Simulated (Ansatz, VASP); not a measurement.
One calculation of N, two programs

File INCAR:

```
PREC = Accurate
ENCUT = 520
EDIFF = 1E-7
ISMEAR = -1
SIGMA = 0.05
LREAL = F
LASPH = T
NELM = 60
ALGO = Normal
ISIF = 2
LWAVE = F
LCHARG = T
GGA = PE
LELF = T
LVHAR = T
NBANDS = 12
```

KPOINTS

```
regular mesh
0
Gamma
  12 12 11
```

The input POSCAR:

```
N
1.0
    2.5194737886      0.0000000000      0.0000000000
   -1.2597368943      2.1819283051      0.0000000000
    0.0000000000      0.0000000000      2.4460020000
N
2
Direct
    0.3333333333      0.6666666667      0.7500000000
    0.6666666667      0.3333333333      0.2500000000
```

File input.yaml:

```yaml
crystal:
  lattice:
    - [2.5194737886, 0.0, 0.0]
    - [-1.2597368943, 2.1819283051, 0.0]
    - [0.0, 0.0, 2.446002]
  atoms:
    - { symbol: "N", position: [0.3333333333, 0.6666666667, 0.75] }
    - { symbol: "N", position: [0.6666666667, 0.3333333333, 0.25] }
kpoints:
  mp_grid: { grid: [12, 12, 11] }
scf:
  occupations: { method: fermi_dirac, width: 0.05 }
hamiltonian:
  xc: pbe
  pseudopotentials: { kind: all_electron, lapw: { basis_error: 0.001 } }
output:
  forces: true
  stress: true
  eigenvalues: true
  populations: true
```

The real solid is made of molecules; this cell is a model form.

Alike in both runs: task single point; functional PBE; k mesh 12 × 12 × 11; occupations fermi-dirac, width 0.05 eV; no spin polarisation.

|  | VASP | Ansatz |
| --- | --- | --- |
| version | VASP 6.6.1 | Ansatz 0.2.0 |
| potentials or method | VASP PAW PBE potentials, release 64 (N) | all-electron LAPW, scalar-relativistic |
| plane-wave cutoff (eV) | 520 | see its input |

VASP gave:

```
gap on the k mesh at the Fermi level (eV)       : none
pressure (GPa)                                  : 10.2
largest component of the traceless stress (GPa) : 8.05
```

Task: Which values does Ansatz return?

Result: gap on the k mesh at the Fermi level (eV): none; pressure (GPa): 10.0; largest component of the traceless stress (GPa): 8.16.

A gap of «none» marks a metal or a gap that the smearing closes. Ansatz ran all-electron here, so the differences hold the error of VASP's frozen core and of both bases.
